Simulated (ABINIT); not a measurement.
Runs of ABINIT 10.8.3 (patched build) on Mo. It takes space group Im-3m (No. 229, cubic). The conventional cell has a = 3.168 Å, b = 3.168 Å, c = 3.168 Å, α = 90.00°, β = 90.00°, γ = 90.00°. Mo (site symmetry m-3m) has 8 Mo at 2.74 Å as nearest neighbours. 

```csv
task,level,potentials or basis,k mesh,cutoff (eV),fine-grid cutoff,gap on the mesh (eV),pressure (GPa),V0 of scaled cells (Å³/atom),B0 (GPa)
single point,LDA,JTH PAW LDA v2.0,10 × 10 × 10,408,816.342 eV,none,-14.1,-,-
equation of state,LDA,JTH PAW LDA v2.0,12 × 12 × 12,272,544.228 eV,-,-,(a),286
band structure,BP86,JTH PAW PBE v2.0,12 × 12 × 12,408,816.342 eV,none,-0.5,-,-
single point,r2SCAN,JTH PAW PBE v2.0,10 × 10 × 10,490,979.61 eV,none,-3.2,-,-
equation of state,BP86+D2,JTH PAW PBE v2.0,12 × 12 × 12,408,816.342 eV,-,-,15.75,(b)
```

Alike in all rows: no spin polarisation; cell as given; smearing fermi-dirac 0.05 eV.

Problem. Fill in the values left out.

Solution. (a) 15.08; (b) 239.

Caveats: the PAW data sets were made with another functional, which shifts forces and pressure a little (some runs); pressures at fixed basis lie under the slope of the energies (some runs).

A k mesh can miss the band edges, and the runs leave out spin-orbit coupling on Mo.

A gap of «none» marks a metal or a gap under the smearing width.

Runs at the PBE level aren't shown here.
